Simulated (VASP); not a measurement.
SiMo3:

```
Si Mo
1.0
     4.45932    0.00000    0.00000
    -2.22966    3.86189    0.00000
     0.00000    0.00000    4.40472
Si Mo
1 3
Direct
  0.00000 0.00000 0.48979
  0.33333 0.66667 0.07592
  0.66667 0.33333 0.07592
  0.00000 0.00000 0.91142
```

The cell was built by a generator and needn't be a form met in nature.

- Program: VASP 6.6.1
- Task: relaxation of cell and atoms
- Functional: PBE
- Potentials or basis: VASP PAW PBE potentials, release 64 (Si, Mo_sv)
- Cutoff: 520 eV
- k mesh: 5 × 5 × 5
- Occupations: gaussian, width 0.15 eV
- Spin: no spin polarisation

At the start: pressure 22.8 GPa; volume 18.96 Å³/atom.

Question: How do energy, volume and symmetry change on relaxing?

Answer: Over 19 steps the energy falls by 1071.7 meV/atom and the volume is 20.85 Å³/atom (+9.9 %); space group P6mm (No. 183, to 0.05 Å).

Step by step:
```
step  energy change (eV)  largest force (eV/Å)  pressure (GPa)  volume (Å³)
   1              0.0000               16.9728           22.85        75.86
   2             23.4275               86.1338           64.36       106.18
   3             -1.0448               13.9250           15.58        85.62
   4             -1.9770               10.8478           13.23        83.11
   5             -2.7239                6.1982           12.61        79.47
   6             -2.7766                4.5375           13.24        78.34
   7             -3.3474                1.6321          -12.75        96.68
   8             -3.6537                1.0671           -5.42        88.91
   9             -3.9254                1.1032            1.57        85.05
  10             -3.9255                1.1184            1.65        85.06
  11             -4.1282                0.9204           -0.19        85.17
  12             -4.2106                0.6721           -1.73        85.28
  13             -4.2178                0.6128           -2.20        85.31
  14             -4.2705                0.2493            2.55        81.99
  15             -4.2720                0.1506            1.85        82.43
  16             -4.2785                0.1020           -0.93        83.41
  17             -4.2863                0.1004            0.14        83.00
  18             -4.2864                0.1101            0.30        83.01
  19             -4.2868                0.0725           -0.47        83.39
```

Final structure:
```yaml
crystal:
  lattice:
    - [4.35795, 0.00000, 0.00000]
    - [-2.17897, 3.77409, 0.00000]
    - [0.00000, 0.00000, 5.06993]
  atoms:
    - { symbol: Si, position: [0.00000, 0.00000, 0.39772] }
    - { symbol: Mo, position: [0.33333, 0.66667, 0.12661] }
    - { symbol: Mo, position: [0.66667, 0.33333, 0.12661] }
    - { symbol: Mo, position: [0.00000, 0.00000, 0.90209] }
```
